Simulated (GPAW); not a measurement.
The system is HfO2.

```
CELL_PARAMETERS angstrom
4.81353 0.00000 0.00000
0.00000 4.81353 0.00000
0.00000 0.00000 3.20542
ATOMIC_POSITIONS crystal
Hf 0.50000 0.50000 0.50000
Hf 0.00000 0.00000 0.00000
O 0.80504 0.19496 0.50000
O 0.69496 0.69496 0.00000
O 0.30504 0.30504 0.00000
O 0.19496 0.80504 0.50000
```

Measurements of this composition are mostly on another form, of space group No. 14.

Base run:

| Quantity | Value |
| --- | --- |
| Program | GPAW 26.7.0 |
| Functional | r2SCAN |
| Potentials or basis | GPAW PAW data sets (gpaw-data 1.2.1) |
| Cutoff | 800 eV |
| Basis | pw |
| k mesh | 4 × 4 × 6 |
| Occupations | fermi-dirac, width 0.05 eV |
| Spin | no spin polarisation |

Its results: band gap on the k mesh 4.54 eV, direct.

**Question.** The run is repeated on the same cell with these changes: functional from r2SCAN to TB-mBJ; potentials or basis from GPAW PAW data sets (gpaw-data 1.2.1) to GPAW PAW data sets for LDA (gpaw-data 1.2.1). What comes out?

**Answer.** Band gap on the k mesh 5.65 eV, direct.

Caveats: spin-orbit coupling is left out, which moves the levels of the heavy elements; a model potential gives levels but no total energy (some runs).
